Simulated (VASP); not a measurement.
## A VASP 6.6.1 single-point calculation on BaS

INCAR

```
NBANDS = 9
ENCUT = 520
ISIF = 2
NSW = 0
GGA = PE
SIGMA = 0.02
PREC = Accurate
LASPH = .TRUE.
IBRION = -1
LREAL = .FALSE.
LCHARG = .FALSE.
ISMEAR = -1
LWAVE = .FALSE.
EDIFF = 1E-7
NELM = 85
```

KPOINTS

```
KPOINTS created by Atomic Simulation Environment
0
Gamma
8 8 8
0 0 0
```

POSCAR

```
Ba S
 1.0000000000000000
     0.0000000000000000    3.2117958737464081    3.2117958737464081
     3.2117958737464081    0.0000000000000000    3.2117958737464081
     3.2117958737464081    3.2117958737464081   -0.0000000000000000
 Ba  S
   1   1
Cartesian
 -0.0000000000000000 -0.0000000000000000 -0.0000000000000000
  3.2117958737464081  3.2117958737464081  3.2117958737464081
```

The recommended PBE PAW datasets give the neutral cell 16 valence electrons.

Command

```
mpirun -np 1 vasp_std
```

OSZICAR

```
N       E                     dE             d eps       ncg     rms          rms(c)
DAV:   1     0.108539179872E+03    0.10854E+03   -0.73186E+03   522   0.156E+03
DAV:   2    -0.580013753933E+01   -0.11434E+03   -0.11059E+03   839   0.240E+02
DAV:   3    -0.105570811115E+02   -0.47569E+01   -0.47015E+01   601   0.625E+01
DAV:   4    -0.106756692165E+02   -0.11859E+00   -0.11850E+00   699   0.916E+00
DAV:   5    -0.106788937807E+02   -0.32246E-02   -0.32240E-02   598   0.149E+00    0.471E+00
DAV:   6    -0.101716831236E+02    0.50721E+00   -0.17027E+00   552   0.830E+00    0.323E+00
DAV:   7    -0.101767375268E+02   -0.50544E-02   -0.32199E-01   774   0.400E+00    0.236E+00
DAV:   8    -0.101842467579E+02   -0.75092E-02   -0.16039E-02   615   0.118E+00    0.927E-01
DAV:   9    -0.101909116419E+02   -0.66649E-02   -0.67120E-03   535   0.107E+00    0.189E-01
DAV:  10    -0.101920172159E+02   -0.11056E-02   -0.15496E-03   581   0.396E-01    0.711E-02
DAV:  11    -0.101920643302E+02   -0.47114E-04   -0.95427E-05   739   0.730E-02    0.132E-02
DAV:  12    -0.101920690584E+02   -0.47281E-05   -0.92140E-06   552   0.252E-02    0.381E-03
DAV:  13    -0.101920688810E+02    0.17736E-06   -0.14071E-06   723   0.859E-03    0.113E-03
DAV:  14    -0.101920688124E+02    0.68635E-07   -0.18292E-07   524   0.377E-03
   1 F= -.10192069E+02 E0= -.10192069E+02  d E =-.628571E-12
```

From OUTCAR

```
k-points           NKPTS =     29   k-points in BZ     NKDIM =     29   number of bands    NBANDS=      9

   NELECT =      16.0000    total number of electrons

   dimension x,y,z NGX =    36 NGY =   36 NGZ =   36
   dimension x,y,z NGXF=    72 NGYF=   72 NGZF=   72

  energy-cutoff  :      520.00
  volume of cell :       66.26
      direct lattice vectors                 reciprocal lattice vectors
     0.000000000  3.211795874  3.211795874    -0.155676145  0.155676145  0.155676145
     3.211795874  0.000000000  3.211795874     0.155676145 -0.155676145  0.155676145
     3.211795874  3.211795874  0.000000000     0.155676145  0.155676145 -0.155676145

 k-points in reciprocal lattice and weights: KPOINTS created by Atomic Simulation Env
   0.00000000  0.00000000  0.00000000       0.002
   0.12500000  0.00000000  0.00000000       0.016
   0.25000000  0.00000000  0.00000000       0.016
   0.37500000  0.00000000  0.00000000       0.016
   0.50000000  0.00000000  0.00000000       0.008
   0.12500000  0.12500000  0.00000000       0.012
   0.25000000  0.12500000  0.00000000       0.047
   0.37500000  0.12500000  0.00000000       0.047
   ...

 E-fermi :   1.8270

 k-point     1 :       0.0000    0.0000    0.0000
  band No.  band energies     occupation
      1     -24.7614      2.00000
      2      -9.8188      2.00000
      3      -9.8188      2.00000
      4      -9.8188      2.00000
      5      -8.9679      2.00000
      6       1.3667      2.00000
      7       1.3667      2.00000
      8       1.3667      2.00000
      9       4.8844      0.00000

 k-point     2 :       0.1250    0.0000    0.0000
  band No.  band energies     occupation
      1     -24.7554      2.00000
      2     -10.0906      2.00000
      3      -9.8243      2.00000
      4      -9.8243      2.00000
      5      -8.6825      2.00000
      6       0.9647      2.00000
      7       1.1637      2.00000
      8       1.1637      2.00000
      9       5.2147      0.00000

 k-point     3 :       0.2500    0.0000    0.0000
  band No.  band energies     occupation
      1     -24.7410      2.00000
      2     -10.4935      2.00000
      3      -9.8373      2.00000
      4      -9.8373      2.00000
      5      -8.2453      2.00000
      6       0.2392      2.00000
      7       0.7602      2.00000
      8       0.7602      2.00000
      9       5.4539      0.00000

 k-point     4 :       0.3750    0.0000    0.0000
  band No.  band energies     occupation
      1     -24.7264      2.00000
      2     -10.7807      2.00000
      3      -9.8502      2.00000
      4      -9.8502      2.00000
      5      -7.9207      2.00000
      6      -0.3253      2.00000
      7       0.4328      2.00000
      8       0.4328      2.00000
      9       6.0508      0.00000

 k-point     5 :       0.5000    0.0000    0.0000
  band No.  band energies     occupation
      1     -24.7204      2.00000
      2     -10.8829      2.00000
      3      -9.8555      2.00000
      4      -9.8555      2.00000
      5      -7.8019      2.00000
      6      -0.5328      2.00000
      7       0.3122      2.00000
      8       0.3122      2.00000
      9       6.8517      0.00000

 ...

  Total        0.2694077      0.2694077      0.2694077      0.0000000     -0.0000000      0.0000000
  in kB        6.5139860      6.5139860      6.5139860      0.0000000     -0.0000000      0.0000000
  external PRESSURE =       6.5139860 kB  Pullay stress =       0.0000000 kB

 POSITION                                       TOTAL-FORCE (eV/Angst)
 -----------------------------------------------------------------------------------
      0.00000      0.00000      0.00000         0.000000     -0.000000     -0.000000
      3.21180      3.21180      3.21180        -0.000000      0.000000      0.000000
 -----------------------------------------------------------------------------------
    total drift:                                0.000000      0.000000      0.000000

  FREE ENERGIE OF THE ION-ELECTRON SYSTEM (eV)
  ---------------------------------------------------
  free  energy   TOTEN  =       -10.1920688124 eV

  energy  without entropy=      -10.1920688124  energy(sigma->0) =      -10.19206881
```

It converged. Results: gap between bands v and c on the k mesh 2.14 eV; least direct gap on the k mesh 2.28 eV; pressure 0.7 GPa. Band v is the last that the valence electrons fill when counted band by band, and c is the next.

For comparison, a separate PBE run of the intended cell, on usual settings and not on those above, gives a gap of 2.13 eV on its mesh and a pressure of 0.6 GPa.

The run above took about 9.3 s on one core of a shared host (Intel Xeon 6975P-C) and held 0.2 GiB at most.
